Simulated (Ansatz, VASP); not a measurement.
One calculation of HgTe, two programs

```xyz
2
Lattice="0.0000 3.1577 3.1577 3.1577 0.0000 3.1577 3.1577 3.1577 0.0000" Properties=species:S:1:pos:R:3 pbc="T T T"
Hg    0.0000    0.0000    0.0000
Te    4.7365    4.7365    4.7365
```

Change from the starting cell: volume scaled by 0.94.

Alike in both runs: task single point; functional PBEsol; k mesh 9 × 9 × 9; occupations fermi-dirac, width 0.05 eV; no spin polarisation.

|  | VASP | Ansatz |
| --- | --- | --- |
| version | VASP 6.6.1 | Ansatz 0.2.0 |
| potentials or method | VASP PAW PBE potentials, release 64 (Hg, Te), cutoff 520 eV | all-electron LAPW, scalar-relativistic |

|  | VASP | Ansatz | Ansatz less VASP |
| --- | --- | --- | --- |
| pressure (GPa) | 5.0 | 4.9 | -0.15 |

Ansatz ran all-electron here, so the differences hold the error of VASP's frozen core and of both bases.

Caveats: the PAW data sets were made with another functional, which shifts forces and pressure a little (VASP). The runs have no spin-orbit coupling, so splittings on Hg, Te are missing.
